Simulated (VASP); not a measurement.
# KI (Fm-3m) in VASP: a series of runs, part 2 of 3

VASP 6.6.1. The steps go on from the part before.

## 3. Electric field gradients, PBEsol

INCAR

```
SYSTEM = KI
  ALGO = Normal
  EDIFF = 1E-8
  ENCUT = 400
  GGA = PS
  GGA_COMPAT = .False.
  ISIF = 2
  ISMEAR = -1
  LASPH = .True.
  LCHARG = .False.
  LEFG = .True.
  LREAL = .False.
  LWAVE = .False.
  NBANDS = 15
  NELM = 120
  PREC = Accurate
  SIGMA = 0.02
```

KPOINTS

```
k-points
0
Gamma
  4 4 4
  0 0 0
```

POSCAR

```
KI
1.0
    0.0000000000      3.5327750000      3.5327750000
    3.5327750000      0.0000000000      3.5327750000
    3.5327750000      3.5327750000      0.0000000000
K I
1 1
Direct
    0.0000000000      0.0000000000      0.0000000000
    0.5000000000      0.5000000000      0.5000000000
```

Potentials or basis: VASP PAW PBE potentials, release 64 (K_sv, I).

Command:

```
$ cat potpaw_PBE.64/K_sv/POTCAR potpaw_PBE.64/I/POTCAR > POTCAR
$ mpirun -np 1 vasp_std > vasp.out
```

OUTCAR:

```text
SYSTEM = KI
   EDIFF = 1E-8
   ENCUT = 400
   GGA = PS
   ISIF = 2
   ISMEAR = -1
   LASPH = .True.
   LREAL = .False.
   NELM = 120
   PREC = Accurate

 ion  position               nearest neighbor table
   1  0.000  0.000  0.000-   2 3.53   2 3.53   2 3.53   2 3.53   2 3.53   2 3.53
   2  0.500  0.500  0.500-   1 3.53   1 3.53   1 3.53   1 3.53   1 3.53   1 3.53

  LATTYP: Found a face centered cubic cell.
 ALAT       =     7.0655500000

  Lattice vectors:

 A1 = (   0.0000000000,   3.5327750000,   3.5327750000)
 A2 = (   3.5327750000,   0.0000000000,   3.5327750000)
 A3 = (   3.5327750000,   3.5327750000,   0.0000000000)

Analysis of symmetry for initial positions (statically):
=====================================================================
 Subroutine PRICEL returns:
 Original cell was already a primitive cell.

 Routine SETGRP: Setting up the symmetry group for a
 face centered cubic supercell.

 Subroutine GETGRP returns: Found 48 space group operations
 (whereof 48 operations were pure point group operations)
 out of a pool of 48 trial point group operations.

The static configuration has the point symmetry O_h .

Analysis of symmetry for dynamics (positions and initial velocities):
=====================================================================
 Subroutine PRICEL returns:
 Original cell was already a primitive cell.

 Routine SETGRP: Setting up the symmetry group for a
 face centered cubic supercell.

 Subroutine GETGRP returns: Found 48 space group operations
 (whereof 48 operations were pure point group operations)
 out of a pool of 48 trial point group operations.

The dynamic configuration has the point symmetry O_h .

 Subroutine INISYM returns: Found 48 space group operations
 (whereof 48 operations are pure point group operations),
 and found     1 'primitive' translations

----------------------------------------------------------------------------------------

                                     Primitive cell

  volume of cell :      88.1816

  direct lattice vectors                    reciprocal lattice vectors
     0.000000000  3.532775000  3.532775000    -0.141531799  0.141531799  0.141531799
     3.532775000  0.000000000  3.532775000     0.141531799 -0.141531799  0.141531799
     3.532775000  3.532775000  0.000000000     0.141531799  0.141531799 -0.141531799

  length of vectors
     4.996098318  4.996098318  4.996098318     0.245140266  0.245140266  0.245140266

  position of ions in fractional coordinates (direct lattice)
     0.000000000  0.000000000  0.000000000
     0.500000000  0.500000000  0.500000000

  ion indices of the primitive-cell ions
   primitive index   ion index
                 1           1
                 2           2

----------------------------------------------------------------------------------------

 KPOINTS: k-points

Automatic generation of k-mesh.
 Grid dimensions read from file:
 generate k-points for:    4    4    4

 Generating k-lattice:

[... 63 lines left out ...]
     AMIX     =   0.40;   BMIX     =  1.00
     AMIX_MAG =   1.60;   BMIX_MAG =  1.00
  volume/ion in A,a.u.               =      44.09       297.54
  Fermi-wavevector in a.u.,A,eV,Ry     =   0.926806  1.751409 11.686988  0.858969
  Thomas-Fermi vector in A             =   2.052808
   LORBIT       =      0    0 simple, 1 ext, 2 COOP (PROOUT), +10 PAW based schemes
   GGA     = PS    functional components
   LHFCALC =     F    Hartree Fock is set to
   AEXX    =    0.0000 exact exchange contribution
   IVDW    =     0    specifies the selected vdW correction
   LEPSILON=     F    determine dielectric tensor
   LRPA    =     F    only Hartree local field effects (RPA)
 non-spin polarized calculation
  energy-cutoff  :      400.00
  volume of cell :       88.18
 maximum number of plane-waves:      1639
 NGX is ok and might be reduce to    36
   NGX = 17   NGY = 17   NGZ = 17

 number of electron      16.0000000 magnetization

 Free energy of the ion-electron system (eV)
  ---------------------------------------------------
  ext. energy  EPLUGINS =         0.00000000
  ---------------------------------------------------
  free energy    TOTEN  =        -5.81377979 eV

  energy without entropy =       -5.81377979  energy(sigma->0) =       -5.81377979

 E-fermi :  -0.0628     XC(G=0):  -7.3411

 val. band max:       -0.5072922708   @ k =   0.0000   0.0000   0.0000
 cond. band min:       3.3063929477   @ k =   0.0000   0.0000   0.0000
 fundamental gap:      3.8136852185
 Fermi energy:        -0.0628238878

 k-point     1 :       0.0000    0.0000    0.0000
  band No.  band energies     occupation
      1     -28.8349      2.00000
      2     -12.3868      2.00000
      3     -12.3868      2.00000
      4     -12.3868      2.00000
      5     -11.0440      2.00000
      6      -0.5073      2.00000
      7      -0.5073      2.00000
      8      -0.5073      2.00000
      9       3.3064      0.00000
     10       5.9205      0.00000
     11       5.9205      0.00000
     12       5.9205      0.00000
     13       6.6605      0.00000
     14       6.6605      0.00000
[... 113 lines left out ...]
      2     -12.4427      2.00000
      3     -12.4200      2.00000
      4     -12.4200      2.00000
      5     -10.8354      2.00000
      6      -1.2517      2.00000
      7      -1.2517      2.00000
      8      -1.1194      2.00000
      9       5.8567      0.00000
     10       5.8567      0.00000
     11       6.0555      0.00000
     12       7.5891      0.00000
     13       8.2734      0.00000
     14       9.1392      0.00000
     15       9.4950      0.00000

------------------------ aborting loop because EDIFF is reached ----------------------------------------

  FORCE on cell =-STRESS in cart. coord.  units (eV):
  Direction    XX          YY          ZZ          XY          YZ          ZX
  --------------------------------------------------------------------------------------
  -------------------------------------------------------------------------------------
  Total       -0.1343405     -0.1343405     -0.1343405      0.0000000      0.0000000     -0.0000000
  in kB       -2.4408421     -2.4408421     -2.4408421      0.0000000      0.0000000     -0.0000000
  external PRESSURE =      -2.4408421 kB  Pullay stress =       0.0000000 kB

 VOLUME and BASIS-vectors are now :
 -----------------------------------------------------------------------------
  energy-cutoff  :      400.00
  volume of cell :       88.18
      direct lattice vectors                 reciprocal lattice vectors
     0.000000000  3.532775000  3.532775000    -0.141531799  0.141531799  0.141531799
     3.532775000  0.000000000  3.532775000     0.141531799 -0.141531799  0.141531799
     3.532775000  3.532775000  0.000000000     0.141531799  0.141531799 -0.141531799

 POSITION                                       TOTAL-FORCE (eV/Angst)
 -----------------------------------------------------------------------------------
      0.00000      0.00000      0.00000         0.000000     -0.000000      0.000000
      3.53277      3.53277      3.53277        -0.000000      0.000000     -0.000000
 -----------------------------------------------------------------------------------
    total drift:                                0.000000      0.000000      0.000000

  FREE ENERGIE OF THE ION-ELECTRON SYSTEM (eV)
  ---------------------------------------------------
  free  energy   TOTEN  =        -5.8137797932 eV

  energy  without entropy=       -5.8137797932  energy(sigma->0) =       -5.81377979

 Electric field gradients (V/A^2)
---------------------------------------------------------------------
 ion       V_xx      V_yy      V_zz      V_xy      V_xz      V_yz
---------------------------------------------------------------------
   1      -0.000    -0.000     0.000    -0.000    -0.000    -0.000
   2      -0.000    -0.000     0.000    -0.000    -0.000    -0.000
---------------------------------------------------------------------

 Electric field gradients after diagonalization (V/A^2)
 (convention: |V_zz| > |V_xx| > |V_yy|)
----------------------------------------------------------------------
 ion       V_xx      V_yy      V_zz     asymmetry (V_yy - V_xx)/ V_zz
----------------------------------------------------------------------
   1       0.000     0.000    -0.001       0.000
   2       0.000     0.000    -0.000       0.000
----------------------------------------------------------------------

           NMR quadrupolar parameters

 Cq : quadrupolar parameter    Cq=e*Q*V_zz/h
 eta: asymmetry parameters     (V_yy - V_xx)/ V_zz
 Q  : nuclear electric quadrupole moment in mb (millibarn)
----------------------------------------------------------------------
 ion       Cq(MHz)       eta       Q (mb)
----------------------------------------------------------------------
   1      -0.000       0.000       1.000
   2      -0.000       0.000       1.000
----------------------------------------------------------------------
```

Run time: 20 s. Hardware: 1 thread of Intel Xeon 8259CL, shared host; peak memory 0.2 GiB.

Results:

- Free energy: -5.8138 eV
- Pressure: -0.2 GPa
- Band gap on the k mesh: 3.81 eV
- Largest electric field gradient by atom: zero within the noise of the run

Levels at points of the mesh, in eV from the valence-band top:
| k point | band 6 | band 7 | band 8 | band 9 | band 10 | band 11 |
| --- | --- | --- | --- | --- | --- | --- |
| (0.00, 0.00, 0.00) | 0.00 | 0.00 | 0.00 | 3.81 | 6.43 | 6.43 |
| (0.50, 0.00, 0.00) | -1.35 | -0.34 | -0.34 | 5.38 | 7.61 | 8.07 |
| (0.50, 0.50, 0.00) | -1.02 | -0.37 | -0.37 | 4.83 | 5.67 | 8.07 |

Caveat: the PAW data sets were made with another functional, which shifts forces and pressure a little; spin-orbit coupling is left out, which moves the levels of the heavy elements.

[end of part 2 of 3]
